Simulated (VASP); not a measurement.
# Sn2Ge (P-3m1) in VASP: single point with PBE

Aim: the single point of Sn2Ge with PBE.

Program: VASP 6.6.1. These are calculated values, not measurements. Logs are shortened: lines on timing, memory, paths and dates and some standing lists are left out, and cuts for length are marked.

## (1) Starting point

It takes space group P-3m1 (No. 164, trigonal). The conventional cell has a = 4.499 Å, b = 4.499 Å, c = 11.041 Å, α = 90.00°, β = 90.00°, γ = 120.00°. Sn (site symmetry 3m) is surrounded by 3 Ge at 2.73 Å and 1 Sn at 2.87 Å. Sn (site symmetry 3m) has 4 Sn at 2.81 to 2.87 Å as nearest neighbours. Ge (site symmetry 3m) has 1 Ge at 2.51 Å and 3 Sn at 2.73 Å as nearest neighbours.

The cell was built by a generator and needn't be a form met in nature.

## (2) Single point, PBE

File INCAR:

```
SYSTEM = Sn2Ge
  PREC = Normal
  ENCUT = 520
  EDIFF = 1E-5
  ISMEAR = 0
  SIGMA = 0.15
  LREAL = Auto
  LASPH = .TRUE.
  NELM = 80
  ALGO = Fast
  ISIF = 2
  LWAVE = .FALSE.
  LCHARG = .FALSE.
  GGA = PE
  NBANDS = 96
  KPAR = 4
```

File KPOINTS:

```
Automatic mesh
0
G
  6 6 2
  0 0 0
```

File POSCAR:

```
Sn2Ge
1.0
    4.4987930000      0.0000000000      0.0000000000
   -4.4987920000      7.7921380000      0.0000000000
    0.0000000000      0.0000000000     11.0405200000
Sn Ge
8 4
Direct
    0.3333330000      0.3333335000      0.8094170000
    0.3333330000      0.8333335000      0.8094170000
    0.6666670000      0.1666665000      0.1905830000
    0.6666670000      0.6666665000      0.1905830000
    0.3333330000      0.3333335000      0.5490820000
    0.3333330000      0.8333335000      0.5490820000
    0.6666670000      0.1666665000      0.4509180000
    0.6666670000      0.6666665000      0.4509180000
    0.0000000000      0.0000000000      0.8864490000
    0.0000000000      0.5000000000      0.8864490000
    0.0000000000      0.0000000000      0.1135510000
    0.0000000000      0.5000000000      0.1135510000
```

Potentials or basis: VASP PAW PBE potentials, release 64 (Sn_d, Ge_d).

The run is started by

```bash
cat potpaw_PBE.64/Sn_d/POTCAR potpaw_PBE.64/Ge_d/POTCAR > POTCAR
mpirun -np 4 vasp_std > vasp.out
```

OUTCAR:

```text
SYSTEM = Sn2Ge
   PREC = Normal
   ENCUT = 520
   EDIFF = 1E-5
   ISMEAR = 0
   LREAL = Auto
   LASPH = .TRUE.
   NELM = 80
   ISIF = 2
   GGA = PE

 ion  position               nearest neighbor table
   1  0.333  0.333  0.809-  10 2.73   9 2.73  10 2.73   5 2.87
   2  0.333  0.833  0.809-   9 2.73  10 2.73   9 2.73   6 2.87
   3  0.667  0.167  0.191-  11 2.73  12 2.73  11 2.73   7 2.87
   4  0.667  0.667  0.191-  12 2.73  11 2.73  12 2.73   8 2.87
   5  0.333  0.333  0.549-   8 2.81   7 2.81   7 2.81   1 2.87
   6  0.333  0.833  0.549-   7 2.81   8 2.81   8 2.81   2 2.87
   7  0.667  0.167  0.451-   6 2.81   5 2.81   5 2.81   3 2.87
   8  0.667  0.667  0.451-   5 2.81   6 2.81   6 2.81   4 2.87
   9  0.000  0.000  0.886-  11 2.51   2 2.73   1 2.73   2 2.73
  10  0.000  0.500  0.886-  12 2.51   1 2.73   2 2.73   1 2.73
  11  0.000  0.000  0.114-   9 2.51   3 2.73   4 2.73   3 2.73
  12  0.000  0.500  0.114-  10 2.51   4 2.73   3 2.73   4 2.73

  LATTYP: Found a simple orthorhombic cell.
 ALAT       =     4.4987930000
 B/A-ratio  =     1.7320507967
 C/A-ratio  =     2.4541071350

  Lattice vectors:

 A1 = (   4.4987930000,   0.0000000000,   0.0000000000)
 A2 = (   0.0000010000,   7.7921380000,   0.0000000000)
 A3 = (   0.0000000000,   0.0000000000,  11.0405200000)

Analysis of symmetry for initial positions (statically):
=====================================================================
 Subroutine PRICEL returns following result:

  LATTYP: Found a hexagonal cell.
 ALAT       =     4.4987930000
 C/A-ratio  =     2.4541071350

  Lattice vectors:

 A1 = (   4.4987930000,   0.0000000000,   0.0000000000)
 A2 = (  -2.2493960000,   3.8960690000,   0.0000000000)
 A3 = (   0.0000000000,   0.0000000000,  11.0405200000)

   2 primitive cells build up your supercell.

 Routine SETGRP: Setting up the symmetry group for a
 simple orthorhombic supercell.

 Subroutine GETGRP returns: Found  4 space group operations
 (whereof  4 operations were pure point group operations)
 out of a pool of  8 trial point group operations.

The static configuration has the point symmetry C_2h.

Analysis of symmetry for dynamics (positions and initial velocities):
=====================================================================
 Subroutine PRICEL returns following result:

  LATTYP: Found a hexagonal cell.
 ALAT       =     4.4987930000
 C/A-ratio  =     2.4541071350

  Lattice vectors:

 A1 = (   4.4987930000,   0.0000000000,   0.0000000000)
 A2 = (  -2.2493960000,   3.8960690000,   0.0000000000)
 A3 = (   0.0000000000,   0.0000000000,  11.0405200000)

   2 primitive cells build up your supercell.

 Routine SETGRP: Setting up the symmetry group for a
 simple orthorhombic supercell.

 Subroutine GETGRP returns: Found  4 space group operations
 (whereof  4 operations were pure point group operations)
 out of a pool of  8 trial point group operations.

The dynamic configuration has the point symmetry C_2h.

 Subroutine INISYM returns: Found  4 space group operations
 (whereof  4 operations are pure point group operations),
 and found     2 'primitive' translations

----------------------------------------------------------------------------------------

                                     Primitive cell

  volume of cell :     193.5139

  direct lattice vectors                    reciprocal lattice vectors
     4.498793000  0.000000000  0.000000000     0.222281843  0.128334454  0.000000000
    -2.249396000  3.896069000  0.000000000     0.000000000  0.256668966  0.000000000
     0.000000000  0.000000000 11.040520000     0.000000000  0.000000000  0.090575444

  length of vectors
     4.498793000  4.498792729 11.040520000     0.256668950  0.256668966  0.090575444

  position of ions in fractional coordinates (direct lattice)
     0.333333000  0.666667000  0.809417000
     0.666667000  0.333333000  0.190583000
     0.333333000  0.666667000  0.549082000
     0.666667000  0.333333000  0.450918000
     0.000000000  0.000000000  0.886449000
     0.000000000  0.000000000  0.113551000

  ion indices of the primitive-cell ions
   primitive index   ion index
                 1           1
                 2           3
                 3           5
                 4           7
                 5          10
                 6          12

----------------------------------------------------------------------------------------

 KPOINTS: Automatic mesh

Automatic generation of k-mesh.
 Grid dimensions read from file:
 generate k-points for:    6    6    2

 Generating k-lattice:

  Cartesian coordinates                     Fractional coordinates (reciprocal lattice)
     0.037046974  0.021389076  0.000000000     0.166666667 -0.000000000  0.000000000
     0.000000000  0.021389080  0.000000000     0.000000000  0.166666667  0.000000000
     0.000000000  0.000000000  0.045287722     0.000000000  0.000000000  0.500000000

  Length of vectors
     0.042778158  0.021389080  0.045287722

  Shift w.r.t. Gamma in fractional coordinates (k-lattice)
     0.000000000  0.000000000  0.000000000

 Subroutine IBZKPT returns following result:
 ===========================================

 Found     32 irreducible k-points:

 Following reciprocal coordinates:
            Coordinates               Weight
  0.000000  0.000000  0.000000      1.000000
  0.166667  0.000000  0.000000      4.000000
  0.333333 -0.000000  0.000000      4.000000
  0.500000  0.000000  0.000000      1.000000
  0.000000  0.166667  0.000000      2.000000
  0.166667  0.166667  0.000000      4.000000
[... 16 lines left out ...]
  0.333333  0.166667  0.500000      2.000000
  0.500000  0.166667  0.500000      2.000000
 [... further k-points ...]
   k-points           NKPTS =     32   k-points in BZ     NKDIM =     32   number of bands    NBANDS=     96
   number of dos      NEDOS =    301   number of ions     NIONS =     12
   total plane-waves  NPLWV =  89600
   dimension x,y,z NGX =    28 NGY =   50 NGZ =   64
   dimension x,y,z NGXF=    56 NGYF=  100 NGZF=  128
   ions per type =               8   4
   NGX,Y,Z   is equivalent  to a cutoff of  10.35,  9.24,  9.64 a.u.
   NGXF,Y,Z  is equivalent  to a cutoff of  20.69, 18.48, 19.27 a.u.
 SYSTEM =  Sn2Ge
   PREC   = normal    normal or accurate (medium, high low for compatibility)
   ISTART =      0    job   : 0-new  1-cont  2-samecut
   ICHARG =      2    charge: 1-file 2-atom 10-const
   ISPIN  =      1    spin polarized calculation?
   LNONCOLLINEAR =      F non collinear calculations
   LSORBIT =      F    spin-orbit coupling
   LASPH  =      T    aspherical Exc in radial PAW
   ENCUT  =  520.0 eV  38.22 Ry    6.18 a.u.   8.36 16.73 20.53*2*pi/ulx,y,z
   NELM   =     80;   NELMIN=  2; NELMDL= -5     # of ELM steps
   EDIFF  = 0.1E-04   stopping-criterion for ELM
   LREAL  =      T    real-space projection
   EDIFFG = 0.1E-03   stopping-criterion for IOM
   NSW    =      0    number of steps for IOM
   IBRION =     -1    ionic relax: 0-MD 1-quasi-New 2-CG
   NFREE  =      0    steps in history (QN), initial steepest desc. (CG)
   ISIF   =      2    stress and relaxation
   ISYM   =      2    0-nonsym 1-usesym 2-fastsym
   POTIM  = 0.5000    time-step for ionic-motion
   TEBEG  =    0.0;   TEEND  =   0.0 temperature during run
   PSTRESS=    0.0 pullay stress
   NELECT =     168.0000    total number of electrons
   NUPDOWN=      -1.0000    fix difference up-down
   EMIN   =  10.00;   EMAX   =-10.00  energy-range for DOS
   EFERMI =   0.00;   METHOD = LEGACY
   ISMEAR =     0;   SIGMA  =   0.15  broadening in eV -4-tet -1-fermi 0-gaus
   EFERMI_NEDOS =   21; number of points for ismear=-14 and -15
   IALGO  =     68    algorithm
   IMIX   =      4    mixing-type and parameters
     AMIX     =   0.40;   BMIX     =  1.00
     AMIX_MAG =   1.60;   BMIX_MAG =  1.00
  volume/ion in A,a.u.               =      32.25       217.65
  Fermi-wavevector in a.u.,A,eV,Ry     =   1.239549  2.342409 20.905119  1.536483
  Thomas-Fermi vector in A             =   2.374028
   LORBIT       =      0    0 simple, 1 ext, 2 COOP (PROOUT), +10 PAW based schemes
   GGA     = PE    functional components
   LHFCALC =     F    Hartree Fock is set to
   AEXX    =    0.0000 exact exchange contribution
   IVDW    =     0    specifies the selected vdW correction
   LEPSILON=     F    determine dielectric tensor
   LRPA    =     F    only Hartree local field effects (RPA)
 non-spin polarized calculation
 RMM-DIIS sequential band-by-band and
 Gauss-broadening in eV      SIGMA  =   0.15
  energy-cutoff  :      520.00
  volume of cell :      387.03
 maximum number of plane-waves:     10463
   NGX = 17   NGY = 33   NGZ = 41

 number of electron     168.0000026 magnetization

 Free energy of the ion-electron system (eV)
  ---------------------------------------------------
  ext. energy  EPLUGINS =         0.00000000
  ---------------------------------------------------
  free energy    TOTEN  =       -48.42326534 eV

  energy without entropy =      -48.40616391  energy(sigma->0) =      -48.41471462

 E-fermi :   4.8068     XC(G=0):  -8.8850

 val. band max:        4.7626994510   @ k =  -0.1667   0.1667   0.0000
 cond. band min:       4.8390909071   @ k =   0.0000   0.1667   0.0000
 fundamental gap:      0.0763914562
 Fermi energy:         4.8068426097

 k-point     1 :       0.0000    0.0000    0.0000
  band No.  band energies     occupation
      1     -19.8387      2.00000
      2     -19.8383      2.00000
      3     -19.7723      2.00000
      4     -19.7720      2.00000
      5     -19.7704      2.00000
      6     -19.7700      2.00000
[... 88 lines left out ...]
     95       8.0120      0.00000
     96       8.0714      0.00000

 k-point     2 :       0.1667    0.0000    0.0000
  band No.  band energies     occupation
      1     -19.8387      2.00000
      2     -19.8384      2.00000
      3     -19.7722      2.00000
      4     -19.7720      2.00000
      5     -19.7704      2.00000
      6     -19.7702      2.00000
[... 2167 lines left out ...]
     95       8.3010      0.00000
     96       8.3335      0.00000

 k-point    24 :       0.5000    0.1667    0.5000
  band No.  band energies     occupation
      1     -19.8387      2.00000
      2     -19.8387      2.00000
      3     -19.7719      2.00000
      4     -19.7719      2.00000
      5     -19.7704      2.00000
      6     -19.7704      2.00000
[... 88 lines left out ...]
     95       8.0793      0.00000
     96       8.0924      0.00000

 [... further k-points ...]
[... 5 lines left out ...]
  --------------------------------------------------------------------------------------
  -------------------------------------------------------------------------------------
  Total        0.3730555      0.1486973      0.0417259      0.0000000     -0.0252052     -0.0000000
  in kB        1.5443361      0.6155616      0.1727326      0.0000001     -0.1043420     -0.0000000
  external PRESSURE =       0.7775434 kB  Pullay stress =       0.0000000 kB

 VOLUME and BASIS-vectors are now :
 -----------------------------------------------------------------------------
  energy-cutoff  :      520.00
  volume of cell :      387.03
      direct lattice vectors                 reciprocal lattice vectors
     4.498793000  0.000000000  0.000000000     0.222281843  0.128334454  0.000000000
    -4.498792000  7.792138000  0.000000000     0.000000000  0.128334483  0.000000000
     0.000000000  0.000000000 11.040520000     0.000000000  0.000000000  0.090575444

 POSITION                                       TOTAL-FORCE (eV/Angst)
 -----------------------------------------------------------------------------------
     -0.00000      2.59738      8.93638         0.000000      0.012311     -0.002306
     -2.24940      6.49345      8.93638         0.000000      0.012311     -0.002306
      2.24940      1.29869      2.10414        -0.000000     -0.012311      0.002306
      0.00000      5.19476      2.10414        -0.000000     -0.012311      0.002306
     -0.00000      2.59738      6.06215         0.000000      0.026525      0.008965
     -2.24940      6.49345      6.06215         0.000000      0.026525      0.008965
      2.24940      1.29869      4.97837        -0.000000     -0.026525     -0.008965
      0.00000      5.19476      4.97837        -0.000000     -0.026525     -0.008965
      0.00000      0.00000      9.78686        -0.000000     -0.014679      0.014428
     -2.24940      3.89607      9.78686        -0.000000     -0.014679      0.014428
      0.00000      0.00000      1.25366         0.000000      0.014679     -0.014428
     -2.24940      3.89607      1.25366         0.000000      0.014679     -0.014428
 -----------------------------------------------------------------------------------
    total drift:                                0.000000      0.000000      0.000000

  FREE ENERGIE OF THE ION-ELECTRON SYSTEM (eV)
  ---------------------------------------------------
  free  energy   TOTEN  =       -48.4232653362 eV

  energy  without entropy=      -48.4061639136  energy(sigma->0) =      -48.41471462
```

Wall time 3.2 min (4 MPI ranks of Intel Xeon Platinum 8375C at 2.90GHz (Ice Lake), shared host); peak memory 0.82 GiB.

Results:

```
Free energy            : -48.4233 eV
Pressure               : 0.1 GPa
Largest force          : 0.028 eV/Å
Band gap on the k mesh : none (metal or under the smearing width)
```

Forces on the atoms (eV/Å):
```
Sn   0.000  0.012 -0.002
Sn   0.000  0.012 -0.002
Sn   0.000 -0.012  0.002
Sn   0.000 -0.012  0.002
Sn   0.000  0.027  0.009
Sn   0.000  0.027  0.009
Sn   0.000 -0.027 -0.009
Sn   0.000 -0.027 -0.009
Ge   0.000 -0.015  0.014
Ge   0.000 -0.015  0.014
Ge   0.000  0.015 -0.014
Ge   0.000  0.015 -0.014
```

Levels at points of the mesh, in eV from the Fermi level:
```
           k point  band 82  band 83  band 84  band 85  band 86  band 87
(0.00, 0.00, 0.00)    -0.58    -0.45     0.03     0.22     0.22     0.76
(0.50, 0.00, 0.00)    -1.48    -1.34    -1.34     0.78     0.78     0.88
(0.00, 0.50, 0.00)    -0.95    -0.76    -0.76     1.04     1.04     1.11
(0.50, 0.50, 0.00)    -2.01    -1.11    -1.11     1.54     1.54     1.64
(0.00, 0.00, 0.50)    -0.35    -0.34    -0.10    -0.06    -0.06     0.34
(0.50, 0.00, 0.50)    -1.06    -0.98    -0.98    -0.10    -0.10     0.81
(0.00, 0.50, 0.50)    -1.33    -0.49    -0.49     0.77     0.77     0.96
(0.50, 0.50, 0.50)    -1.82    -1.62    -1.62     1.66     1.66     1.80
```
